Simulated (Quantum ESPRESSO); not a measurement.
Ge: equation of state with LDA

Ge:

```
Ge
1.0
    -2.57449    2.57449    1.39741
     2.57449   -2.57449    1.39741
     2.57449    2.57449   -1.39741
Ge
2
Direct
  0.50000 0.50000 0.00000
  0.25000 0.75000 0.50000
```

This isn't the form of Ge at room conditions, which is diamond.

```json
{
  "Program": "Quantum ESPRESSO 7.5",
  "Task": "equation of state",
  "Functional": "LDA",
  "Potentials or basis": "PseudoDojo 0.4.1 SR LDA standard",
  "Cutoff": "1061 eV",
  "Density cutoff": "4245 eV",
  "k mesh": "11 × 11 × 11",
  "Occupations": "fermi-dirac, width 0.05 eV",
  "Spin": "no spin polarisation"
}
```

```
Equilibrium volume                        : 17.93 Å³/atom
Bulk modulus at fixed shape and positions : 83 GPa
Pressure derivative of the bulk modulus   : 4.3
```

Energy against volume, from the lowest point:
| volume (Å³/atom) | energy (meV/atom) |
| --- | --- |
| 17.413 | 3.73 |
| 17.783 | 0.00 |
| 18.154 | 0.39 |
| 18.524 | 4.48 |
| 18.895 | 11.88 |
| 19.265 | 22.26 |
| 19.636 | 35.30 |

All runs of the series together: 16 min on 1 thread of Intel(R) Xeon(R) Platinum 8375C CPU @ 2.90GHz (Ice Lake), on a shared host.

Caveat: the cell was scaled at fixed shape and fractional positions, which overstates the stiffness of a crystal with free parameters, most of all of layers and chains.
